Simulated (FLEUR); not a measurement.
Crystal: BN.

```
CELL_PARAMETERS angstrom
0.00000 1.81300 1.81300
1.81300 0.00000 1.81300
1.81300 1.81300 0.00000
ATOMIC_POSITIONS crystal
N 0.25000 0.25000 0.25000
B 0.00000 0.00000 0.00000
```

The cell is a database's computed one.

Base run:

| Quantity | Value |
| --- | --- |
| Program | FLEUR MaX-R8.1 (later development tree) |
| Functional | LDA |
| Potentials or basis | all-electron |
| Basis | FLAPW |
| Kmax | 5.26 1/bohr |
| k mesh | 13 × 13 × 13 |
| Occupations | fermi-dirac, width 0.05 eV |
| Spin | no spin polarisation |

Its results: band gap on the k mesh 4.41 eV, indirect (least direct gap 8.65 eV).

Problem. After a change of settings the same cell gave: band gap on the k mesh 4.73 eV, indirect (least direct gap 8.97 eV). Which change was it?
A. functional from LDA to RPBE
B. functional from LDA to PBE
C. functional from LDA to SCAN
D. functional from LDA to r2SCAN

Solution. A.

Not every run made on this cell is shown here.
